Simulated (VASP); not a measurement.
# CuO2 (Pmmm) in VASP: single point with r2SCAN

Aim: the single point of CuO2 with r2SCAN.

All numbers are computed with VASP 6.6.1; they aren't measurements. Logs are shortened: lines on timing, memory, paths and dates and some standing lists are left out, and cuts for length are marked.

**1. The crystal as given**

Symmetry: Pmmm, No. 47, orthorhombic system. The conventional cell has a = 2.421 Å, b = 6.446 Å, c = 7.067 Å, α = 90.00°, β = 90.00°, γ = 90.00°. Cu (site symmetry mmm) is surrounded by 2 Cu at 2.42 Å. O (site symmetry mm2) is surrounded by 1 O at 1.24 Å.

The cell comes from a database or a generator and needn't be the stable form of this composition.

**2. Single point, r2SCAN**

POSCAR

```
CuO2
1.0
    2.4212910000      0.0000000000      0.0000000000
    0.0000000000      6.4459520000      0.0000000000
    0.0000000000      0.0000000000      7.0670430000
Cu O
1 2
Direct
    0.0000000000      0.5000000000      0.0000000000
    0.0000000000      0.5000000000      0.4124350000
    0.0000000000      0.5000000000      0.5875650000
```

INCAR.step1

```
ALGO = Normal
EDIFF = 1E-4
ENCUT = 520
GGA = PE
ISMEAR = -1
LASPH = T
LCHARG = F
LREAL = F
LWAVE = T
NBANDS = 18
NELM = 100
PREC = Accurate
SIGMA = 0.15
```

INCAR.step2

```
ALGO = Normal
EDIFF = 1E-6
ENCUT = 520
ISIF = 2
ISMEAR = -1
ISTART = 1
LASPH = T
LCHARG = F
LMIXTAU = T
LREAL = F
LWAVE = F
METAGGA = R2SCAN
NBANDS = 18
NELM = 100
PREC = Accurate
SIGMA = 0.15
```

KPOINTS

```
k-points
0
Gamma
  9 4 3
```

Potentials or basis: VASP PAW PBE potentials, release 64 (Cu, O).

Launch:

```bash
cat potpaw_PBE.64/Cu/POTCAR potpaw_PBE.64/O/POTCAR > POTCAR
cp INCAR.step1 INCAR
mpirun -np 1 vasp_std > vasp.out
cp INCAR.step2 INCAR
mpirun -np 1 vasp_std > vasp.out
```

OUTCAR:

```text
EDIFF = 1E-6
   ENCUT = 520
   ISIF = 2
   ISMEAR = -1
   ISTART = 1
   LASPH = T
   LREAL = F
   METAGGA = R2SCAN
   NELM = 100
   PREC = Accurate

 ion  position               nearest neighbor table
   1  0.000  0.500  0.000-
   2  0.000  0.500  0.412-   3 1.24
   3  0.000  0.500  0.588-   2 1.24

  LATTYP: Found a simple orthorhombic cell.
 ALAT       =     2.4212910000
 B/A-ratio  =     2.6621963242
 C/A-ratio  =     2.9187086558

  Lattice vectors:

 A1 = (   2.4212910000,   0.0000000000,   0.0000000000)
 A2 = (   0.0000000000,   6.4459520000,   0.0000000000)
 A3 = (   0.0000000000,   0.0000000000,   7.0670430000)

Analysis of symmetry for initial positions (statically):
=====================================================================
 Subroutine PRICEL returns:
 Original cell was already a primitive cell.

 Routine SETGRP: Setting up the symmetry group for a
 simple orthorhombic supercell.

 Subroutine GETGRP returns: Found  8 space group operations
 (whereof  8 operations were pure point group operations)
 out of a pool of  8 trial point group operations.

The static configuration has the point symmetry D_2h.

Analysis of symmetry for dynamics (positions and initial velocities):
=====================================================================
 Subroutine PRICEL returns:
 Original cell was already a primitive cell.

 Routine SETGRP: Setting up the symmetry group for a
 simple orthorhombic supercell.

 Subroutine GETGRP returns: Found  8 space group operations
 (whereof  8 operations were pure point group operations)
 out of a pool of  8 trial point group operations.

The dynamic configuration has the point symmetry D_2h.

 Subroutine INISYM returns: Found  8 space group operations
 (whereof  8 operations are pure point group operations),
 and found     1 'primitive' translations

----------------------------------------------------------------------------------------

                                     Primitive cell

  volume of cell :     110.2991

  direct lattice vectors                    reciprocal lattice vectors
     2.421291000  0.000000000  0.000000000     0.413002815  0.000000000  0.000000000
     0.000000000  6.445952000  0.000000000     0.000000000  0.155136123  0.000000000
     0.000000000  0.000000000  7.067043000     0.000000000  0.000000000  0.141501898

  length of vectors
     2.421291000  6.445952000  7.067043000     0.413002815  0.155136123  0.141501898

  position of ions in fractional coordinates (direct lattice)
     0.000000000  0.500000000  0.000000000
     0.000000000  0.500000000  0.412435000
     0.000000000  0.500000000  0.587565000

  ion indices of the primitive-cell ions
   primitive index   ion index
                 1           1
                 2           2
                 3           3

----------------------------------------------------------------------------------------

 KPOINTS: k-points

Automatic generation of k-mesh.
 Grid dimensions read from file:
 generate k-points for:    9    4    3

 Generating k-lattice:

  Cartesian coordinates                     Fractional coordinates (reciprocal lattice)
     0.045889202  0.000000000  0.000000000     0.111111111  0.000000000  0.000000000
     0.000000000  0.038784031  0.000000000     0.000000000  0.250000000  0.000000000
     0.000000000  0.000000000  0.047167299     0.000000000  0.000000000  0.333333333

  Length of vectors
     0.045889202  0.038784031  0.047167299

  Shift w.r.t. Gamma in fractional coordinates (k-lattice)
     0.000000000  0.000000000  0.000000000

 Subroutine IBZKPT returns following result:
 ===========================================

 Found     30 irreducible k-points:

 Following reciprocal coordinates:
            Coordinates               Weight
  0.000000  0.000000  0.000000      1.000000
  0.111111  0.000000  0.000000      2.000000
  0.222222  0.000000  0.000000      2.000000
  0.333333  0.000000  0.000000      2.000000
  0.444444  0.000000  0.000000      2.000000
  0.000000  0.250000  0.000000      2.000000
[... 16 lines left out ...]
  0.222222  0.250000  0.333333      8.000000
  0.333333  0.250000  0.333333      8.000000
 [... further k-points ...]
   k-points           NKPTS =     30   k-points in BZ     NKDIM =     30   number of bands    NBANDS=     18
   number of dos      NEDOS =    301   number of ions     NIONS =      3
   total plane-waves  NPLWV =  46656
   dimension x,y,z NGX =    18 NGY =   48 NGZ =   54
   dimension x,y,z NGXF=    36 NGYF=   96 NGZF=  108
   ions per type =               1   2
   NGX,Y,Z   is equivalent  to a cutoff of  12.36, 12.38, 12.70 a.u.
   NGXF,Y,Z  is equivalent  to a cutoff of  24.72, 24.76, 25.41 a.u.
 SYSTEM =  unknown system
   PREC   = accura    normal or accurate (medium, high low for compatibility)
   ISTART =      1    job   : 0-new  1-cont  2-samecut
   ICHARG =      0    charge: 1-file 2-atom 10-const
   ISPIN  =      1    spin polarized calculation?
   LNONCOLLINEAR =      F non collinear calculations
   LSORBIT =      F    spin-orbit coupling
   LASPH  =      T    aspherical Exc in radial PAW
   ENCUT  =  520.0 eV  38.22 Ry    6.18 a.u.   4.50 11.99 13.14*2*pi/ulx,y,z
   NELM   =    100;   NELMIN=  2; NELMDL=  0     # of ELM steps
   EDIFF  = 0.1E-05   stopping-criterion for ELM
   LREAL  =      F    real-space projection
   EDIFFG = 0.1E-04   stopping-criterion for IOM
   NSW    =      0    number of steps for IOM
   IBRION =     -1    ionic relax: 0-MD 1-quasi-New 2-CG
   NFREE  =      0    steps in history (QN), initial steepest desc. (CG)
   ISIF   =      2    stress and relaxation
   ISYM   =      2    0-nonsym 1-usesym 2-fastsym
   POTIM  = 0.5000    time-step for ionic-motion
   TEBEG  =    0.0;   TEEND  =   0.0 temperature during run
   PSTRESS=    0.0 pullay stress
   NELECT =      23.0000    total number of electrons
   NUPDOWN=      -1.0000    fix difference up-down
   EMIN   =  10.00;   EMAX   =-10.00  energy-range for DOS
   EFERMI =   0.00;   METHOD = LEGACY
   ISMEAR =    -1;   SIGMA  =   0.15  broadening in eV -4-tet -1-fermi 0-gaus
   EFERMI_NEDOS =   21; number of points for ismear=-14 and -15
   IALGO  =     38    algorithm
   IMIX   =      4    mixing-type and parameters
     AMIX     =   0.40;   BMIX     =  1.00
     AMIX_MAG =   1.60;   BMIX_MAG =  1.00
  volume/ion in A,a.u.               =      36.77       248.11
  Fermi-wavevector in a.u.,A,eV,Ry     =   0.970793  1.834534 12.822674  0.942440
  Thomas-Fermi vector in A             =   2.100958
   LORBIT       =      0    0 simple, 1 ext, 2 COOP (PROOUT), +10 PAW based schemes
   METAGGA = R2SCAN    functional components
   LHFCALC =     F    Hartree Fock is set to
   AEXX    =    0.0000 exact exchange contribution
   IVDW    =     0    specifies the selected vdW correction
   LEPSILON=     F    determine dielectric tensor
   LRPA    =     F    only Hartree local field effects (RPA)
 non-spin polarized calculation
  energy-cutoff  :      520.00
  volume of cell :      110.30
 maximum number of plane-waves:      3004
 NGX is ok and might be reduce to    18
   NGX =  9   NGY = 23   NGZ = 27

 number of electron      22.9999997 magnetization

 Free energy of the ion-electron system (eV)
  ---------------------------------------------------
  ext. energy  EPLUGINS =         0.00000000
  ---------------------------------------------------
  free energy    TOTEN  =       -19.70074669 eV

  energy without entropy =      -19.43278100  energy(sigma->0) =      -19.56676384

 E-fermi :  -3.0594     XC(G=0):  -5.1558

 val. band max:       -3.0790795844   @ k =   0.2222   0.0000   0.0000
 cond. band min:      -3.0549542600   @ k =   0.2222   0.2500   0.0000
 fundamental gap:      0.0241253243
 Fermi energy:        -3.0594338013

 k-point     1 :       0.0000    0.0000    0.0000
  band No.  band energies     occupation
      1     -30.6665      2.00000
      2     -18.5570      2.00000
      3     -11.0393      2.00000
      4     -10.2307      2.00000
      5      -7.8543      2.00000
      6      -6.0614      2.00000
[... 10 lines left out ...]
     17       5.0704      0.00000
     18       5.7716      0.00000

 k-point     2 :       0.1111    0.0000    0.0000
  band No.  band energies     occupation
      1     -30.5927      2.00000
      2     -18.4552      2.00000
      3     -10.9893      2.00000
      4     -10.1427      2.00000
      5      -8.3014      2.00000
      6      -5.7123      2.00000
[... 10 lines left out ...]
     17       5.3871      0.00000
     18       6.0689      0.00000

 k-point     3 :       0.2222    0.0000    0.0000
  band No.  band energies     occupation
      1     -30.3996      2.00000
      2     -18.1844      2.00000
      3     -10.9015      2.00000
      4      -9.9130      2.00000
      5      -9.3038      2.00000
      6      -4.7875      1.99998
[... 10 lines left out ...]
     17       6.3204      0.00000
     18       6.8850      0.00000

 k-point     4 :       0.3333    0.0000    0.0000
  band No.  band energies     occupation
      1     -30.1685      2.00000
      2     -17.8503      2.00000
      3     -11.0680      2.00000
      4     -10.0597      2.00000
      5      -9.6383      2.00000
      6      -4.5673      1.99991
[... 10 lines left out ...]
     17       7.5866      0.00000
     18       7.8544      0.00000

 k-point     5 :       0.4444    0.0000    0.0000
  band No.  band energies     occupation
      1     -30.0104      2.00000
      2     -17.6141      2.00000
      3     -11.5085      2.00000
      4     -10.1717      2.00000
      5      -9.4504      2.00000
      6      -4.8945      1.99999
[... 10 lines left out ...]
     17       7.5506      0.00000
     18       8.6710      0.00000

 k-point     6 :       0.0000    0.2500    0.0000
  band No.  band energies     occupation
      1     -30.6666      2.00000
      2     -18.5570      2.00000
      3     -11.0389      2.00000
      4     -10.2319      2.00000
      5      -7.8543      2.00000
      6      -6.0578      2.00000
[... 10 lines left out ...]
     17       5.1035      0.00000
     18       5.5779      0.00000

 k-point     7 :       0.1111    0.2500    0.0000
  band No.  band energies     occupation
      1     -30.5927      2.00000
      2     -18.4551      2.00000
      3     -10.9891      2.00000
      4     -10.1438      2.00000
      5      -8.3014      2.00000
      6      -5.7091      2.00000
[... 10 lines left out ...]
     17       5.3962      0.00000
     18       5.8744      0.00000

 k-point     8 :       0.2222    0.2500    0.0000
  band No.  band energies     occupation
      1     -30.3995      2.00000
      2     -18.1844      2.00000
      3     -10.9012      2.00000
      4      -9.9138      2.00000
      5      -9.3038      2.00000
      6      -4.7863      1.99998
[... 10 lines left out ...]
     17       6.2639      0.00000
     18       6.7362      0.00000
[... 229 lines left out ...]
     17       6.6389      0.00000
     18       7.3388      0.00000

 k-point    20 :       0.4444    0.0000    0.3333
  band No.  band energies     occupation
      1     -30.0105      2.00000
      2     -17.6155      2.00000
      3     -11.5084      2.00000
      4     -10.1591      2.00000
      5      -9.4507      2.00000
      6      -4.7897      1.99998
[... 10 lines left out ...]
     17       7.7361      0.00000
     18       8.1247      0.00000

 k-point    21 :       0.0000    0.2500    0.3333
  band No.  band energies     occupation
      1     -30.6667      2.00000
      2     -18.5596      2.00000
      3     -11.0049      2.00000
      4     -10.2319      2.00000
      5      -7.8544      2.00000
      6      -6.0975      2.00000
[... 10 lines left out ...]
     17       4.3797      0.00000
     18       5.6900      0.00000

 k-point    22 :       0.1111    0.2500    0.3333
  band No.  band energies     occupation
      1     -30.5927      2.00000
      2     -18.4576      2.00000
      3     -10.9591      2.00000
      4     -10.1439      2.00000
      5      -8.3010      2.00000
      6      -5.7409      2.00000
[... 10 lines left out ...]
     17       4.6936      0.00000
     18       5.9799      0.00000

 k-point    23 :       0.2222    0.2500    0.3333
  band No.  band energies     occupation
      1     -30.3995      2.00000
      2     -18.1864      2.00000
      3     -10.8814      2.00000
      4      -9.9139      2.00000
      5      -9.3010      2.00000
      6      -4.7987      1.99998
[... 10 lines left out ...]
     17       5.6216      0.00000
     18       6.7039      0.00000

 k-point    24 :       0.3333    0.2500    0.3333
  band No.  band energies     occupation
      1     -30.1685      2.00000
      2     -17.8520      2.00000
      3     -11.0626      2.00000
      4     -10.0490      2.00000
      5      -9.6390      2.00000
      6      -4.5129      1.99988
[... 10 lines left out ...]
     17       6.9821      0.00000
     18       7.1985      0.00000

 [... further k-points ...]

------------------------ aborting loop because EDIFF is reached ----------------------------------------

  FORCE on cell =-STRESS in cart. coord.  units (eV):
  Direction    XX          YY          ZZ          XY          YZ          ZX
  --------------------------------------------------------------------------------------
  -------------------------------------------------------------------------------------
  Total       -2.3748666     -0.0714149     -0.6557618     -0.0000000      0.0000000      0.0000000
  in kB      -34.4967362     -1.0373557     -9.5254370     -0.0000000      0.0000000      0.0000000
  external PRESSURE =     -15.0198429 kB  Pullay stress =       0.0000000 kB

 VOLUME and BASIS-vectors are now :
 -----------------------------------------------------------------------------
  energy-cutoff  :      520.00
  volume of cell :      110.30
      direct lattice vectors                 reciprocal lattice vectors
     2.421291000  0.000000000  0.000000000     0.413002815  0.000000000  0.000000000
     0.000000000  6.445952000  0.000000000     0.000000000  0.155136123  0.000000000
     0.000000000  0.000000000  7.067043000     0.000000000  0.000000000  0.141501898

 POSITION                                       TOTAL-FORCE (eV/Angst)
 -----------------------------------------------------------------------------------
      0.00000      3.22298      0.00000         0.000000      0.000000      0.000000
      0.00000      3.22298      2.91470         0.000000      0.000000     -0.014332
      0.00000      3.22298      4.15235         0.000000      0.000000      0.014332
 -----------------------------------------------------------------------------------
    total drift:                                0.000000      0.000000      0.000000

  FREE ENERGIE OF THE ION-ELECTRON SYSTEM (eV)
  ---------------------------------------------------
  free  energy   TOTEN  =       -19.7007466905 eV

  energy  without entropy=      -19.4327809967  energy(sigma->0) =      -19.56676384
```

Run time: 3.1 min. Hardware: 1 thread of Intel Xeon Platinum 8559C (Emerald Rapids), shared host; peak memory 0.24 GiB.

What came out:

```
Free energy            : -19.7007 eV
Pressure               : -1.5 GPa
Largest force          : 0.014 eV/Å
Band gap on the k mesh : none (metal or under the smearing width)
```

Forces in eV/Å, atoms in the order of the input:
```
Cu   0.000  0.000  0.000
O    0.000  0.000 -0.014
O    0.000  0.000  0.014
```

Stress tensor (GPa, compression positive):
```
-3.45  0.00  0.00
 0.00 -0.10  0.00
 0.00  0.00 -0.95
```

Caveat: the standard files for N, O and F lose accuracy on very short bonds; the PAW data sets were made with another functional, which shifts forces and pressure a little; an odd number of electrons without spin polarisation forces a metal; a magnetic or distorted state may lie lower; the run has no spin polarisation, though such a crystal can be magnetic; semilocal functionals often make such compounds metallic where correlation or magnetic order opens a gap, which also shifts bond lengths.
